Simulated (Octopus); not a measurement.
## KBr under changes of volume

One of the cells (35.937 Å³/atom); the others are scaled copies at fixed shape and fractional positions:

```
CELL_PARAMETERS angstrom
0.00000 3.30000 3.30000
3.30000 0.00000 3.30000
3.30000 3.30000 0.00000
ATOMIC_POSITIONS crystal
Br 0.50000 0.50000 0.50000
K 0.00000 0.00000 0.00000
```

| Property | Result |
| --- | --- |
| Program | Octopus 16.4 |
| Functional | PBEsol |
| Potentials or basis | pseudodojo_pbesol (PseudoDojo 0.4, PBEsol) |
| Grid spacing | 0.141 Å |
| k mesh | 7 × 7 × 7 |
| Occupations | fermi-dirac, width 0.05 eV |
| Spin | no spin polarisation |

```tsv
volume (Å³/atom)	energy over the lowest point (meV/atom)	gap on the mesh (eV)
33.781	1.57	4.44
34.500	0.20	4.38
35.218	0.00	4.33
35.937	1.50	4.28
36.656	3.57	4.23
37.374	?	?
38.093	10.89	4.15
```

What does the run at 37.374 Å³/atom give?

Energy over the lowest point 6.82 meV/atom; gap on the mesh 4.19 eV.

Worked out: A Birch-Murnaghan fit of order 3 (a polynomial in V^(-2/3)) to the other rows has its minimum at 34.86 Å³/atom with B0 = V·E''(V) = 14.2 GPa and B' = 5.7. It gives 6.86 meV/atom at 37.374 Å³/atom, against the run's 6.82. A straight line through the other rows of the gap, of slope -2.41 eV per unit of ln V (its deformation potential), gives 4.19 eV, against the run's 4.19.

Energies are extrapolated to zero smearing.

Caveats: an odd mesh through Γ misses points on the zone boundary, where band edges often lie (some runs).

Spin-orbit coupling on Br is left out.
